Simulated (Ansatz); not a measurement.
InN in the zinc blende structure (space group F-43m, No. 216)

```
CELL_PARAMETERS angstrom
      0.00000     2.49960     2.49960
      2.49960     0.00000     2.49960
      2.49960     2.49960     0.00000
ATOMIC_POSITIONS crystal
  N  0.75000 0.75000 0.75000
  In 0.00000 0.00000 0.00000
```

Method: Kohn–Sham DFT with the r2SCAN functional, run in Ansatz (a program for electronic structure) with PAW and 500 eV plane waves, no spin-orbit coupling. Γ-centred 11×11×11 mesh, Fermi–Dirac width 0.05 eV.

The volume per atom is 15.62 Å³. The density comes out as 6.85 g/cm³. The band gap is zero. The total energy is -2998.402 eV/atom (σ→0; compares only within this code and set-up).

Whether these cells are dynamically stable was not tested. All final runs are without spin polarisation. This is not the structure that InN has at room temperature and ambient pressure. A zero or small gap of InN can be the functional's error rather than a property of the material.
